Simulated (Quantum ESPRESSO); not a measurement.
## TiAl in Quantum ESPRESSO: the effect of functional

Crystal: TiAl.

```
Ti Al
1.0
     3.17906    0.00000    0.00000
     0.00000    3.17906    0.00000
     0.00000    0.00000    3.17906
Ti Al
1 1
Direct
  0.00000 0.00000 0.00000
  0.50000 0.50000 0.50000
```

The cell comes from a database or a generator and needn't be the stable form of this composition.

Alike in all runs:

- Program: Quantum ESPRESSO 7.5
- Task: phonons
- Cutoff: 612 eV
- Density cutoff: 4898 eV
- k mesh: 8 × 8 × 8
- Occupations: cold, width 0.2 eV
- Spin: no spin polarisation

Each run relaxes the cell or the atoms first.

```tsv
functional	potentials or basis	relaxed volume (Å³/atom)	highest phonon frequency (cm⁻¹)
LDA	GBRV 1.5 LDA	15.26	329
PBE	GBRV 1.5 PBE	?	?
PBEsol	GBRV 1.5 PBEsol	15.72	324
revPBE	GBRV 1.5 PBE	16.43	308
BLYP	GBRV 1.5 PBE	16.65	282
AM05	GBRV 1.5 PBE	15.72	329
vdW-DF-cx	GBRV 1.5 PBE	15.80	322
```

Problem. What does the run with functional PBE give?

Solution. Relaxed volume 16.18 Å³/atom; highest phonon frequency 313 cm⁻¹.

Caveats: the mesh is thin for the phonons of a metal; the potentials were made for another functional, which shifts forces and pressure (some runs); before the sum rule the acoustic modes lie tens of cm⁻¹ from zero, a sign that the density grid also shifts the optical modes (some runs).
